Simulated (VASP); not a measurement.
# GaSb in VASP: a series of runs

GaSb is run at these levels: LDA; tasks: single point.

All numbers are computed with VASP 6.6.1; they aren't measurements. Logs are shortened: lines on timing, memory, paths and dates and some standing lists are left out, and cuts for length are marked.

**Measured values to compare with.**

From a printed reference work, data compilation, for a bulk crystal of GaSb at 4.2 K: band gap 0.811 eV (direct).

How close the calculation comes is told below.

## Step 1: The cell of the first run

The structure is cubic, space group F-43m (No. 216). The conventional cell has a = 6.118 Å, b = 6.118 Å, c = 6.118 Å, α = 90.00°, β = 90.00°, γ = 90.00°. Ga (site symmetry -43m) has 4 Sb at 2.65 Å within 3.5 Å. Sb (site symmetry -43m) has 4 Ga at 2.65 Å within 3.5 Å.

## Step 2: Single point, LDA

Input file INCAR:

```
PREC = Accurate
ENCUT = 500
EDIFF = 1E-6
ISMEAR = 0
SIGMA = 0.02
LREAL = False
LASPH = True
NELM = 120
ALGO = Normal
ISIF = 2
LWAVE = False
LCHARG = False
GGA = CA
NBANDS = 16
GGA_COMPAT = False
```

Input file KPOINTS:

```
regular mesh
0
Gamma
  5 5 5
```

Input file POSCAR:

```
GaSb
1.0
    0.0000000000      3.0590000000      3.0590000000
    3.0590000000      0.0000000000      3.0590000000
    3.0590000000      3.0590000000      0.0000000000
Ga Sb
1 1
Direct
    0.0000000000      0.0000000000      0.0000000000
    0.2500000000      0.2500000000      0.2500000000
```

Potentials or basis: VASP PAW LDA potentials, release 64 (Ga_d, Sb).

Launch:

```console
$ cat potpaw_LDA.64/Ga_d/POTCAR potpaw_LDA.64/Sb/POTCAR > POTCAR
$ mpirun -np 1 vasp_std > vasp.out
```

OUTCAR:

```text
PREC = Accurate
   ENCUT = 500
   EDIFF = 1E-6
   ISMEAR = 0
   LREAL = False
   LASPH = True
   NELM = 120
   ISIF = 2
   GGA = CA

 ion  position               nearest neighbor table
   1  0.000  0.000  0.000-   2 2.65   2 2.65   2 2.65   2 2.65
   2  0.250  0.250  0.250-   1 2.65   1 2.65   1 2.65   1 2.65

  LATTYP: Found a face centered cubic cell.
 ALAT       =     6.1180000000

  Lattice vectors:

 A1 = (   0.0000000000,   3.0590000000,   3.0590000000)
 A2 = (   3.0590000000,   0.0000000000,   3.0590000000)
 A3 = (   3.0590000000,   3.0590000000,   0.0000000000)

Analysis of symmetry for initial positions (statically):
=====================================================================
 Subroutine PRICEL returns:
 Original cell was already a primitive cell.

 Routine SETGRP: Setting up the symmetry group for a
 face centered cubic supercell.

 Subroutine GETGRP returns: Found 24 space group operations
 (whereof 24 operations were pure point group operations)
 out of a pool of 48 trial point group operations.

The static configuration has the point symmetry T_d .

Analysis of symmetry for dynamics (positions and initial velocities):
=====================================================================
 Subroutine PRICEL returns:
 Original cell was already a primitive cell.

 Routine SETGRP: Setting up the symmetry group for a
 face centered cubic supercell.

 Subroutine GETGRP returns: Found 24 space group operations
 (whereof 24 operations were pure point group operations)
 out of a pool of 48 trial point group operations.

The dynamic configuration has the point symmetry T_d .

 Subroutine INISYM returns: Found 24 space group operations
 (whereof 24 operations are pure point group operations),
 and found     1 'primitive' translations

----------------------------------------------------------------------------------------

                                     Primitive cell

  volume of cell :      57.2491

  direct lattice vectors                    reciprocal lattice vectors
     0.000000000  3.059000000  3.059000000    -0.163452109  0.163452109  0.163452109
     3.059000000  0.000000000  3.059000000     0.163452109 -0.163452109  0.163452109
     3.059000000  3.059000000  0.000000000     0.163452109  0.163452109 -0.163452109

  length of vectors
     4.326079287  4.326079287  4.326079287     0.283107357  0.283107357  0.283107357

  position of ions in fractional coordinates (direct lattice)
     0.000000000  0.000000000  0.000000000
     0.250000000  0.250000000  0.250000000

  ion indices of the primitive-cell ions
   primitive index   ion index
                 1           1
                 2           2

----------------------------------------------------------------------------------------

 KPOINTS: regular mesh

Automatic generation of k-mesh.
 Grid dimensions read from file:
 generate k-points for:    5    5    5

 Generating k-lattice:

  Cartesian coordinates                     Fractional coordinates (reciprocal lattice)
    -0.032690422  0.032690422  0.032690422     0.200000000  0.000000000  0.000000000
     0.032690422 -0.032690422  0.032690422     0.000000000  0.200000000  0.000000000
     0.032690422  0.032690422 -0.032690422     0.000000000  0.000000000  0.200000000

  Length of vectors
     0.056621471  0.056621471  0.056621471

  Shift w.r.t. Gamma in fractional coordinates (k-lattice)
     0.000000000  0.000000000  0.000000000

 Subroutine IBZKPT returns following result:
 ===========================================

 Found     10 irreducible k-points:

 Following reciprocal coordinates:
            Coordinates               Weight
  0.000000  0.000000  0.000000      1.000000
  0.200000  0.000000  0.000000      8.000000
  0.400000  0.000000  0.000000      8.000000
  0.200000  0.200000  0.000000      6.000000
  0.400000  0.200000  0.000000     24.000000
 -0.400000  0.200000  0.000000     24.000000
 -0.200000  0.200000  0.000000     12.000000
  0.400000  0.400000  0.000000      6.000000
 -0.400000  0.400000  0.000000     12.000000
 -0.400000  0.400000  0.200000     24.000000
   k-points           NKPTS =     10   k-points in BZ     NKDIM =     10   number of bands    NBANDS=     16
   number of dos      NEDOS =    301   number of ions     NIONS =      2
   total plane-waves  NPLWV =  32768
   dimension x,y,z NGX =    32 NGY =   32 NGZ =   32
   dimension x,y,z NGXF=    64 NGYF=   64 NGZF=   64
   ions per type =               1   1
   NGX,Y,Z   is equivalent  to a cutoff of  12.30, 12.30, 12.30 a.u.
   NGXF,Y,Z  is equivalent  to a cutoff of  24.59, 24.59, 24.59 a.u.
 SYSTEM =  unknown system
   PREC   = accura    normal or accurate (medium, high low for compatibility)
   ISTART =      0    job   : 0-new  1-cont  2-samecut
   ICHARG =      2    charge: 1-file 2-atom 10-const
   ISPIN  =      1    spin polarized calculation?
   LNONCOLLINEAR =      F non collinear calculations
   LSORBIT =      F    spin-orbit coupling
   LASPH  =      T    aspherical Exc in radial PAW
   ENCUT  =  500.0 eV  36.75 Ry    6.06 a.u.   7.89  7.89  7.89*2*pi/ulx,y,z
   NELM   =    120;   NELMIN=  2; NELMDL= -5     # of ELM steps
   EDIFF  = 0.1E-05   stopping-criterion for ELM
   LREAL  =      F    real-space projection
   EDIFFG = 0.1E-04   stopping-criterion for IOM
   NSW    =      0    number of steps for IOM
   IBRION =     -1    ionic relax: 0-MD 1-quasi-New 2-CG
   NFREE  =      0    steps in history (QN), initial steepest desc. (CG)
   ISIF   =      2    stress and relaxation
   ISYM   =      2    0-nonsym 1-usesym 2-fastsym
   POTIM  = 0.5000    time-step for ionic-motion
   TEBEG  =    0.0;   TEEND  =   0.0 temperature during run
   PSTRESS=    0.0 pullay stress
   NELECT =      18.0000    total number of electrons
   NUPDOWN=      -1.0000    fix difference up-down
   EMIN   =  10.00;   EMAX   =-10.00  energy-range for DOS
   EFERMI =   0.00;   METHOD = LEGACY
   ISMEAR =     0;   SIGMA  =   0.02  broadening in eV -4-tet -1-fermi 0-gaus
   EFERMI_NEDOS =   21; number of points for ismear=-14 and -15
   IALGO  =     38    algorithm
   IMIX   =      4    mixing-type and parameters
     AMIX     =   0.40;   BMIX     =  1.00
     AMIX_MAG =   1.60;   BMIX_MAG =  1.00
  volume/ion in A,a.u.               =      28.62       193.17
  Fermi-wavevector in a.u.,A,eV,Ry     =   1.113208  2.103657 16.860766  1.239231
  Thomas-Fermi vector in A             =   2.249790
   LORBIT       =      0    0 simple, 1 ext, 2 COOP (PROOUT), +10 PAW based schemes
   GGA     = CA    functional components
   LHFCALC =     F    Hartree Fock is set to
   AEXX    =    0.0000 exact exchange contribution
   IVDW    =     0    specifies the selected vdW correction
   LEPSILON=     F    determine dielectric tensor
   LRPA    =     F    only Hartree local field effects (RPA)
 non-spin polarized calculation
 Gauss-broadening in eV      SIGMA  =   0.02
  energy-cutoff  :      500.00
  volume of cell :       57.25
 maximum number of plane-waves:      1470
   NGX = 15   NGY = 15   NGZ = 15

 number of electron      17.9999986 magnetization

 Free energy of the ion-electron system (eV)
  ---------------------------------------------------
  ext. energy  EPLUGINS =         0.00000000
  ---------------------------------------------------
  free energy    TOTEN  =        -8.58690709 eV

  energy without entropy =       -8.58666027  energy(sigma->0) =       -8.58678368

 E-fermi :   4.7031     XC(G=0):  -9.3904

 val. band max:        4.6969703216   @ k =   0.0000   0.0000   0.0000
 cond. band min:       5.0566294912   @ k =   0.4000   0.0000   0.0000
 fundamental gap:      0.3596591697
 Fermi energy:         4.7030615975

 k-point     1 :       0.0000    0.0000    0.0000
  band No.  band energies     occupation
      1     -10.4592      2.00000
      2     -10.4592      2.00000
      3     -10.4592      2.00000
      4     -10.4103      2.00000
      5     -10.4103      2.00000
      6      -6.8218      2.00000
[... 8 lines left out ...]
     15      13.2478      0.00000
     16      13.2478      0.00000

 k-point     2 :       0.2000    0.0000    0.0000
  band No.  band energies     occupation
      1     -10.4687      2.00000
      2     -10.4551      2.00000
      3     -10.4551      2.00000
      4     -10.4107      2.00000
      5     -10.4107      2.00000
      6      -6.4203      2.00000
[... 8 lines left out ...]
     15      12.1717      0.00000
     16      12.1717      0.00000

 k-point     3 :       0.4000    0.0000    0.0000
  band No.  band energies     occupation
      1     -10.4837      2.00000
      2     -10.4495      2.00000
      3     -10.4495      2.00000
      4     -10.4103      2.00000
      5     -10.4103      2.00000
      6      -5.4567      2.00000
[... 8 lines left out ...]
     15      13.4557      0.00000
     16      13.4557      0.00000

 k-point     4 :       0.2000    0.2000    0.0000
  band No.  band energies     occupation
      1     -10.4758      2.00000
      2     -10.4510      2.00000
      3     -10.4510      2.00000
      4     -10.4138      2.00000
      5     -10.4090      2.00000
      6      -6.2813      2.00000
[... 8 lines left out ...]
     15      12.6681      0.00000
     16      13.7500      0.00000

 k-point     5 :       0.4000    0.2000    0.0000
  band No.  band energies     occupation
      1     -10.4879      2.00000
      2     -10.4460      2.00000
      3     -10.4446      2.00000
      4     -10.4153      2.00000
      5     -10.4085      2.00000
      6      -5.4518      2.00000
[... 8 lines left out ...]
     15      13.7268      0.00000
     16      14.5110      0.00000

 k-point     6 :      -0.4000    0.2000    0.0000
  band No.  band energies     occupation
      1     -10.4901      2.00000
      2     -10.4456      2.00000
      3     -10.4443      2.00000
      4     -10.4126      2.00000
      5     -10.4106      2.00000
      6      -4.9298      2.00000
[... 8 lines left out ...]
     15      13.0666      0.00000
     16      14.1111      0.00000

 k-point     7 :      -0.2000    0.2000    0.0000
  band No.  band energies     occupation
      1     -10.4803      2.00000
      2     -10.4505      2.00000
      3     -10.4488      2.00000
      4     -10.4123      2.00000
      5     -10.4103      2.00000
      6      -5.7997      2.00000
[... 8 lines left out ...]
     15      13.3816      0.00000
     16      13.8946      0.00000

 k-point     8 :       0.4000    0.4000    0.0000
  band No.  band energies     occupation
      1     -10.4996      2.00000
      2     -10.4373      2.00000
      3     -10.4373      2.00000
      4     -10.4209      2.00000
      5     -10.4068      2.00000
      6      -4.8611      2.00000
[... 8 lines left out ...]
     15      15.2387      0.00000
     16      15.8066      0.00000

 k-point     9 :      -0.4000    0.4000    0.0000
  band No.  band energies     occupation
      1     -10.4993      2.00000
      2     -10.4389      2.00000
      3     -10.4371      2.00000
      4     -10.4189      2.00000
      5     -10.4081      2.00000
      6      -4.3862      2.00000
[... 8 lines left out ...]
     15      13.9097      0.00000
     16      16.4218      0.00000

 k-point    10 :      -0.4000    0.4000    0.2000
  band No.  band energies     occupation
      1     -10.4949      2.00000
      2     -10.4434      2.00000
      3     -10.4387      2.00000
      4     -10.4162      2.00000
      5     -10.4095      2.00000
      6      -4.6514      2.00000
[... 8 lines left out ...]
     15      13.9871      0.00000
     16      16.2838      0.00000

------------------------ aborting loop because EDIFF is reached ----------------------------------------

  FORCE on cell =-STRESS in cart. coord.  units (eV):
  Direction    XX          YY          ZZ          XY          YZ          ZX
  --------------------------------------------------------------------------------------
  -------------------------------------------------------------------------------------
  Total       -0.4705722     -0.4705722     -0.4705722     -0.0000000     -0.0000000      0.0000000
  in kB      -13.1694740    -13.1694740    -13.1694740     -0.0000000     -0.0000000      0.0000000
  external PRESSURE =     -13.1694740 kB  Pullay stress =       0.0000000 kB

 VOLUME and BASIS-vectors are now :
 -----------------------------------------------------------------------------
  energy-cutoff  :      500.00
  volume of cell :       57.25
      direct lattice vectors                 reciprocal lattice vectors
     0.000000000  3.059000000  3.059000000    -0.163452109  0.163452109  0.163452109
     3.059000000  0.000000000  3.059000000     0.163452109 -0.163452109  0.163452109
     3.059000000  3.059000000  0.000000000     0.163452109  0.163452109 -0.163452109

 POSITION                                       TOTAL-FORCE (eV/Angst)
 -----------------------------------------------------------------------------------
      0.00000      0.00000      0.00000        -0.000000     -0.000000     -0.000000
      1.52950      1.52950      1.52950         0.000000      0.000000      0.000000
 -----------------------------------------------------------------------------------
    total drift:                                0.000000      0.000000      0.000000

  FREE ENERGIE OF THE ION-ELECTRON SYSTEM (eV)
  ---------------------------------------------------
  free  energy   TOTEN  =        -8.5869070925 eV

  energy  without entropy=       -8.5866602728  energy(sigma->0) =       -8.58678368
```

It took 3.1 s on 1 thread of Intel Xeon 6975P-C (Granite Rapids), shared host; peak memory 0.15 GiB.

Results:

```yaml
Free_energy: -8.5869 eV
Pressure: -1.3 GPa
Band_gap_on_the_k_mesh: zero (filled and empty bands touch)
```

Caveat: spin-orbit coupling is left out, which moves the levels of the heavy elements.

## Step 3: Single point, LDA

Input file INCAR:

```
ALGO     = Normal         # electronic algorithm
EDIFF    = 1E-6           # SCF threshold, eV
ENCUT    = 500            # plane-wave cutoff, eV
GGA      = CA             # functional
GGA_COMPAT= F            
ISIF     = 2              # what is computed and relaxed
ISMEAR   = 0              # smearing method
LASPH    = T              # aspherical terms in the spheres
LCHARG   = T              # write CHGCAR
LELF     = T              # ELF
LREAL    = F              # projectors in reciprocal space
LVHAR    = T            
LWAVE    = F              # write WAVECAR
NBANDS   = 16             # bands
NELM     = 120            # most SCF steps
PREC     = Accurate       # precision mode
SIGMA    = 0.02           # smearing width, eV
```

Input file KPOINTS:

```
k-points
0
Gamma
  5 5 5
```

Input file POSCAR:

```
GaSb
1.0
    0.0000000000      3.0257473664      3.1266056119
    3.0257473664      0.0000000000      3.1266056119
    3.0257473664      3.0257473664      0.0000000000
Ga Sb
1 1
Direct
    0.0000000000      0.0000000000      0.0000000000
    0.2500000000      0.2500000000      0.2500000000
```

Potentials or basis: VASP PAW LDA potentials, release 64 (Ga_d, Sb).

Launch:

```console
$ cat potpaw_LDA.64/Ga_d/POTCAR potpaw_LDA.64/Sb/POTCAR > POTCAR
$ mpirun -np 1 vasp_std > vasp.out
```

It took 5.1 s on 1 thread of Intel Xeon 6975P-C (Granite Rapids), shared host; peak memory 0.16 GiB.

Results (log left out):

```
Free energy            : -8.5816 eV
Pressure               : -1.3 GPa
Band gap on the k mesh : zero (filled and empty bands touch)
```

Stress tensor (GPa, compression positive):
```
-0.83  0.00  0.00
 0.00 -0.83  0.00
 0.00  0.00 -2.33
```

Levels at points of the mesh, in eV from the Fermi level:
```tsv
k point	band 7	band 8	band 9	band 10	band 11	band 12
(0.00, 0.00, 0.00)	-0.20	-0.20	0.00	0.00	2.65	2.65
```

Caveat: spin-orbit coupling is left out, which moves the levels of the heavy elements.

## Step 4: How close it comes

Step 2. A measured gap of GaSb is 0.811 eV (direct; 4.2 K; a printed reference work, data compilation); the calculated 0.00 eV misses it by -0.81 eV. Spin-orbit coupling on Ga, Sb is left out. The value is that of LDA on a finite k mesh, which can miss the band edges, without temperature or zero-point motion. Semilocal functionals fall short of measured gaps as a rule.
